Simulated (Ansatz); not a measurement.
Ti:

```xyz
1
Lattice="0.0000 2.0300 2.0300 2.0300 0.0000 2.0300 2.0300 2.0300 0.0000" Properties=species:S:1:pos:R:3 pbc="T T T"
Ti    0.0000    0.0000    0.0000
```

This isn't the form of Ti at room conditions, which is hcp.

* Program: Ansatz 0.2.0
* Task: relaxation of cell and atoms
* Functional: HSE03
* Potentials or basis: Ansatz PAW
* Cutoff: 420 eV (not typed: the program's choice for these potentials)
* k mesh: 6 × 6 × 6
* Occupations: fermi-dirac, width 0.05 eV
* Spin: no spin polarisation

At the start: volume 16.73 Å³/atom.

Where does the relaxation end?

It ends after 5 steps and the volume is 17.32 Å³/atom (+3.5 %); space group Fm-3m (No. 225, to 0.05 Å).

The path:
| step | energy change (eV) | largest force (eV/Å) | volume (Å³) |
| --- | --- | --- | --- |
| 1 | 0.0000 | 0.0000 | 16.73 |
| 2 | -0.0005 | 0.0000 | 17.92 |
| 3 | -0.0080 | 0.0000 | 17.35 |
| 4 | -0.0080 | 0.0000 | 17.32 |
| 5 | -0.0081 | 0.0000 | 17.32 |

Final structure:
```xyz
1
Lattice="0.0000 2.0537 2.0537 2.0537 0.0000 2.0537 2.0537 2.0537 0.0000" Properties=species:S:1:pos:R:3 pbc="T T T"
Ti    0.0000    0.0000    0.0000
```

Caveat: the k mesh is coarse (spacing up to 0.45 Å⁻¹), so the values aren't converged, least of all with exact exchange; the plane-wave basis is chosen anew once the cell has moved, so the energies of steps on either side of that aren't comparable; the PAW data sets come from PBE, with cores solved anew for the run's functional, which leaves a small shift of forces and pressure.
